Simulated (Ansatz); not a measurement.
# VO2: frozen-core PAW against all-electron methods

```
V O
1.0
     4.55460    0.00000    0.00000
     0.00000    4.55460    0.00000
     0.00000    0.00000    2.85280
V O
2 4
Cartesian
  0.0000 0.0000 0.0000
  2.2773 2.2773 1.4264
  1.3668 1.3668 0.0000
  0.9105 3.6441 1.4264
  3.1878 3.1878 0.0000
  3.6441 0.9105 1.4264
```

Atom numbers follow the list: V1, V2, O3, O4, O5, O6.

Structure: COD 1548819, as refined from experiment and not relaxed.

Semilocal functionals without U often leave such compounds metallic or with too small a gap, and the real magnetic order may differ.

The magnetic state is the one reached from the start moments; no search over orders was made, so it needn't be the ground state.

Levels of theory: DFT, PBE, PAW with Ansatz's default frozen-core files, scalar-relativistic (Ansatz 0.2.0); DFT, PBE, all-electron LAPW, scalar-relativistic (Ansatz 0.2.0).

For PAW: a Γ-centred 7×7×11 k mesh, Fermi–Dirac smearing of 0.08 eV, cutoff 420 eV, spin-polarised from start moments V1 1.5, V2 1.5 μB. LAPW targets a basis error of 0.5 meV/atom. The Ansatz runs share mesh, smearing and spin set-up. Plane-wave (PAW) pressures include the program's estimate of the Pulay term.

Stress and pressure are positive in compression.

```json
{"method": "PAW", "moment of the cell (μB)": "1.99", "site moments (μB)": "V1 0.83, O3 -0.05", "symmetry operations kept": "16", "pressure (GPa)": "1.73"}
{"method": "LAPW", "moment of the cell (μB)": "1.99", "site moments (μB)": "V1 0.94, O3 -0.05", "symmetry operations kept": "16", "pressure (GPa)": "1.68"}
```

Problem. Can the differences be read as the error of the PAW files?

Solution. Yes, as far as these numbers show: moments and symmetry agree, so the runs reached one state, and PAW's pressure is off by +0.05 GPa.
